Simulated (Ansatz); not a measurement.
Field gradients against strain in SnO₂

```xyz
6
Lattice="4.7374 0.0000 0.0000 0.0000 4.7374 0.0000 0.0000 0.0000 3.1864" Properties=species:S:1:pos:R:3 pbc="T T T"
Sn    0.0000    0.0000    0.0000
Sn    2.3687    2.3687    1.5932
O     1.4478    1.4478    0.0000
O     0.9208    3.8165    1.5932
O     3.2895    3.2895    0.0000
O     3.8165    0.9208    1.5932
```

Atom numbers follow the list: Sn1, Sn2, O3, O4, O5, O6.

Structure: COD 2101853, as refined from experiment and not relaxed.

Computed with DFT, LDA, all-electron PAW with datasets made for the crystal, scalar-relativistic in Ansatz 0.2.0.

The runs use a Γ-centred 4×4×6 k mesh, Fermi–Dirac smearing of 0.03 eV, cutoff 460 eV (chosen by the program for this cell), no spin polarisation.

The strain is applied along the Cartesian axes of the cell as listed (γ is the engineering shear, twice εxy = εyz = εzx). Fractional coordinates are held (clamped ions).

The columns are Cartesian components of the electric field gradient at the nuclei, in 10²¹ V/m².

No spin–orbit coupling: at heavy atoms the gradients can be off by tens of per cent for that reason.

Only quantities that a quadratic follows smoothly over the whole series are listed; rougher ones are left out.

```tsv
γ	Vxy at Sn1	Vxy at O3
-0.0200	-4.75	8.01
-0.0100	-4.11	8.06
0.0000	-3.48	8.12
0.0200	-2.24	8.22
0.0300	-1.63	8.27
```

Q: Fit the series and give the gradient–strain slopes.

A: Least-squares fits y = p0 + p1 x + p2 x² to the rows give Vxy at Sn1: p1 = 62.8, p2 = -37; Vxy at O3: p1 = 5.3, p2 = -6.8. The slopes p1 are in 10²¹ V/m² per unit strain, for clamped ions.

Q: One run, at γ = 0.0100, is withheld. Predict its row.

A: The fits give -2.86, 8.17; the run gave -2.86, 8.17.
